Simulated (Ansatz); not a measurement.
## TiB2: stiffness from a series of strains

```xyz
3
Lattice="3.0292 0.0000 0.0000 -1.5146 2.6234 0.0000 0.0000 0.0000 3.2284" Properties=species:S:1:pos:R:3 pbc="T T T"
Ti    0.0000    0.0000    0.0000
B     0.0000    1.7489    1.6142
B     1.5146    0.8745    1.6142
```

Atoms are numbered in the order listed.

The cell is COD entry 2002799, as deposited and not checked against the literature; nothing was relaxed.

Method: DFT, PBE, all-electron LAPW, scalar-relativistic in Ansatz 0.2.0.

Numerical set-up: a Γ-centred 15×15×13 k mesh, Fermi–Dirac smearing of 0.08 eV, basis error target 1 meV/atom, no spin polarisation.

The strain is applied along the Cartesian axes of the cell as listed (the other components stay zero). Fractional coordinates are held (clamped ions).

σ is the change of stress from the unstrained cell, which is at 0.26 GPa; tension is positive, so slopes are stress–strain coefficients at that pressure. In a metal the k mesh adds noise.

Only quantities that a quadratic follows smoothly over the whole series are listed; rougher ones are left out.

```tsv
εzz	σzz (GPa)	σxx (GPa)
-0.0300	-14.67	-3.47
-0.0100	-4.63	-1.07
0.0000	0.00	0.00
0.0100	4.40	0.99
0.0200	8.57	1.89
0.0300	12.52	2.72
```

Question: Fit the series and read off the stiffness at zero strain.

Answer: Least-squares fits y = p0 + p1 x + p2 x² to the rows give σzz (GPa): p1 = 453, p2 = -1200; σxx (GPa): p1 = 103, p2 = -420. So C33 = 453 GPa and C13 = 103 GPa, for these axes.

Question: One run, at εzz = -0.0200, is withheld. Predict its row.

Answer: The fits give -9.54, -2.23; the run gave -9.52, -2.23.
